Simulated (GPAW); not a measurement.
```
How the form of the self-energy moves the gap of AlP (F-43m)
1.0
     0.00000    2.72550    2.72550
     2.72550    0.00000    2.72550
     2.72550    2.72550    0.00000
Al P
1 1
Direct
  0.00000 0.00000 0.00000
  0.25000 0.25000 0.25000
# method: DFT, PBE, plane waves, PAW (and 3 further levels or steps)
# program: GPAW 26.7.0
# settings of one run: cutoff 450 eV, GPAW PAW setups 1.2.1 data release, 4×4×4 k-mesh, nbands 373
# cost: 6 runs, 8.2 min in all on 4 MPI ranks of Arm Neoverse V1, shared host (the runs of this entry)
# notes: The database entry behind the starting cell differs from later determinations by our own check (0.1 to 0.3 % short, probably kX units). The cell and positions come from the Crystallography Open Database and are kept as given unless a step says otherwise. Bands and cutoff are finite, so the gap is not at the basis limit. The miss can reach some tenths of an eV and take either sign; the mesh is an error of its own. The 4×4×4 mesh is coarse for this cell, which bears on the long-range parts of exchange and screening.
# G0W0, Godby-Needs plasmon pole: 2.335 eV
# one-shot HSE06: 2.331 eV
# G0W0, extrapolated in the cutoff: 2.425 eV
# one-shot Hartree-Fock: 7.506 eV
# G0W0, full frequency, Hilbert transform: 2.381 eV
# known limits: not at the basis limit; coarse k mesh
```

[Paths, hosts, dates, memory and timing lines, banners, echoed tables and standing remarks are left out of the program output.]

[Logs are printed without paths, hosts, clocks, repeated set-up lines and the standing remarks that a program may print on its own settings, such as how far it seeks lower states.]

[Runs of the session that timed out or met a known fault of the program may be left out.]

[Hosts, paths, dates, database ids (printed as entryN), source tags and the programs' standing remarks are cut or masked in the printed files.]
